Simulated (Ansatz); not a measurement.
**Stress against strain in Si**

```yaml
crystal:
  lattice:
    - [-2.25100, 2.36850, 1.27500]
    - [2.25100, -2.36850, 1.27500]
    - [2.25100, 2.36850, -1.27500]
  atoms:
    - { symbol: Si, position: [0.80700, 0.55700, 0.25000] }
    - { symbol: Si, position: [0.19300, 0.44300, 0.75000] }
```

Atoms are numbered in the order listed.

The cell comes from COD entry 9011656, which wasn't checked; take it as a given geometry.

Method: DFT, PBE, all-electron LAPW, scalar-relativistic (Ansatz 0.2.0).

Settings: a Γ-centred 16×16×16 k mesh, Fermi–Dirac smearing of 0.05 eV, basis error target 0.5 meV/atom, no spin polarisation.

The strain is applied along the Cartesian axes of the cell as listed (γ is the engineering shear, twice εxy = εyz = εzx). Fractional coordinates are held (clamped ions).

σ is the change of stress from the unstrained cell, which is at 15.74 GPa; tension is positive, so slopes are stress–strain coefficients at that pressure. In a metal the k mesh adds noise.

Only quantities that a quadratic follows smoothly over the whole series are listed; rougher ones are left out.

| γ | σxy (GPa) | σyz (GPa) |
| --- | --- | --- |
| -0.0300 | -2.59 | -2.51 |
| -0.0200 | -1.63 | -1.58 |
| -0.0100 | -0.77 | -0.73 |
| 0.0000 | 0.00 | 0.00 |
| 0.0100 | 0.79 | 0.75 |
| 0.0300 | 2.07 | 2.13 |

Problem. Fit the series and read off the stiffness at zero strain.

Solution. Least-squares fits y = p0 + p1 x + p2 x² to the rows give σxy (GPa): p1 = 77.5, p2 = -320; σyz (GPa): p1 = 76.8, p2 = -230.

Problem. One run, at γ = 0.0200, is withheld. Predict its row.

Solution. The fits give 1.45, 1.47; the run gave 1.42, 1.38.
